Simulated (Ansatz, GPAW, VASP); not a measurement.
**One calculation of V, 3 ways**

```
CELL_PARAMETERS angstrom
-1.51435 1.51435 1.51435
1.51435 -1.51435 1.51435
1.51435 1.51435 -1.51435
ATOMIC_POSITIONS crystal
V 0.00000 0.00000 0.00000
```

Alike in all runs: task single point; functional RPBE; k mesh 12 × 12 × 12; occupations gaussian, width 0.1 eV; collinear spin, ferromagnetic start; no spin-orbit coupling. Pressure is positive in compression and, in plane waves, holds the error of the finite cutoff, which Ansatz's Pulay term estimates and takes out.

```tsv
program and potentials	plane-wave cutoff (eV)	notes	band gap (eV)	pressure (GPa)	net moment per atom (μB)
Ansatz, Ansatz PAW	420	potentials made for PBE, which Ansatz adapts in part; Pulay term of +0.12 GPa included	no gap	-1.23	0.00
GPAW, the program's PAW data sets (release 1.2.1) made for this functional	600	-	no gap	0.30	0.00
VASP, PBE PAW files V_sv, 520 eV	520	potentials made for PBE	no gap	-0.98	0.00
```

None finds a gap. The pressure spans -1.23 (Ansatz, Ansatz PAW) to 0.30 GPa (GPAW, the program's PAW data sets (release 1.2.1) made for this functional). All agree on the net moment per atom. Some sets were made for another functional than the one run, which can shift their rows. The state is the one that the start led to, which needn't be the lowest.

Differences between rows come from potentials, basis sets and numerical settings, since the functional is the same but for its coding. Runs on potential files found faulty are left out.

The absence of a gap follows from electron counting: vanadium has an odd number of electrons and the primitive cell holds one atom, so without spin polarisation at least one band must stay partly filled. The moment vanishes in every row even though the runs began ferromagnetic, in line with the known paramagnetism of the metal. The d orbitals of this early transition metal are extended and overlap strongly, giving wide bands in which the exchange energy gained by aligning spins doesn't repay the kinetic cost.

The pressures differ in sign, from -1.23 to 0.30 GPa, so the calculation doesn't settle whether the cell is slightly stretched or slightly compressed. All are small beside the stiffness that the partly filled, largely bonding d band gives vanadium, which suggests that the cell lies close to the equilibrium volume of this functional and that the disagreement amounts to only a slight change in lattice constant. With a single atom in the cell, antiferromagnetic or spin-density-wave order could not have appeared.
